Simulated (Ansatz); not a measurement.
Relaxed (001) slab cut from C (space group C2/m (No. 12)); the slab's formula is C, its outer planes C (top) and C (bottom):

```
CELL_PARAMETERS angstrom
2.45887 0.00000 0.00000
1.22943 2.12944 0.00000
0.00000 0.00000 25.87998
ATOMIC_POSITIONS crystal
C 0.16444 0.16444 0.28980
C 0.49777 0.49777 0.28981
C 0.49554 0.49554 0.42993
C 0.82888 0.82888 0.42994
C 0.82665 0.82665 0.57006
C 0.15998 0.15998 0.57007
C 0.15775 0.15775 0.71019
C 0.49109 0.49109 0.71020
```

Computed with DFT PBEsol, scalar-relativistic, plane waves, PAW (Ansatz). Plane waves to 420 eV, a k mesh through Γ of 12×12×1 on the computed 8-atom cell and Gaussian smearing (0.05 eV); no spin polarisation. The cell repeats along c with a dipole correction in the vacuum.

The potential is the smooth part; its values at the atoms depend on the PAW datasets.

(1) How does the plane-averaged electrostatic potential energy of an electron run along c, counted from the Fermi level?

## Answers

(1) z (Å), V (eV) and a bar:
```
     2.59       4.32 ##############################
     2.88       4.32 ##############################
     3.16       4.32 ##############################
     3.45       4.32 ##############################
     3.74       4.32 ##############################
     4.03       4.32 ##############################
     4.31       4.32 ##############################
     4.60       4.31 ##############################
     4.89       4.31 ##############################
     5.18       4.29 ##############################
     5.46       4.25 ##############################
     5.75       4.15 ##############################
     6.04       3.85 ##############################
     6.33       3.02 #############################
     6.61       0.78 ###########################
     6.90      -5.52 #####################
     7.19     -19.45 ########
     7.48     -28.42
     7.76     -21.70 ######
     8.05      -7.42 ###################
     8.34       0.17 ##########################
     8.63       2.81 #############################
     8.91       3.79 ##############################
     9.20       4.09 ##############################
     9.49       4.06 ##############################
     9.78       3.65 #############################
    10.06       2.43 ############################
    10.35      -0.86 #########################
    10.64     -10.42 ################
    10.93     -24.39 ####
    11.21     -27.64 #
    11.50     -16.18 ###########
    11.79      -3.39 #######################
    12.08       1.52 ###########################
    12.36       3.32 #############################
    12.65       3.96 ##############################
    12.94       4.12 ##############################
    13.23       3.96 ##############################
    13.52       3.32 #############################
    13.80       1.52 ###########################
    14.09      -3.39 #######################
    14.38     -16.18 ###########
    14.67     -27.64 #
    14.95     -24.39 ####
    15.24     -10.42 ################
    15.53      -0.86 #########################
    15.82       2.43 ############################
    16.10       3.65 #############################
    16.39       4.06 ##############################
    16.68       4.09 ##############################
    16.97       3.79 ##############################
    17.25       2.81 #############################
    17.54       0.17 ##########################
    17.83      -7.42 ###################
    18.12     -21.70 ######
    18.40     -28.42
    18.69     -19.45 ########
    18.98      -5.52 #####################
    19.27       0.78 ###########################
    19.55       3.02 #############################
    19.84       3.85 ##############################
    20.13       4.15 ##############################
    20.42       4.25 ##############################
    20.70       4.29 ##############################
    20.99       4.31 ##############################
    21.28       4.31 ##############################
    21.57       4.32 ##############################
    21.85       4.32 ##############################
    22.14       4.32 ##############################
    22.43       4.32 ##############################
    22.72       4.32 ##############################
    23.00       4.32 ##############################
    23.29       4.32 ##############################
```

The vacuum level lies 4.32 eV above the Fermi level.

The reference crystal is a form of C, which isn't its usual structure.

Cost: 1 run of about 0.22 core-minutes, on AMD EPYC 9R45 (Zen 5) (shared hosts).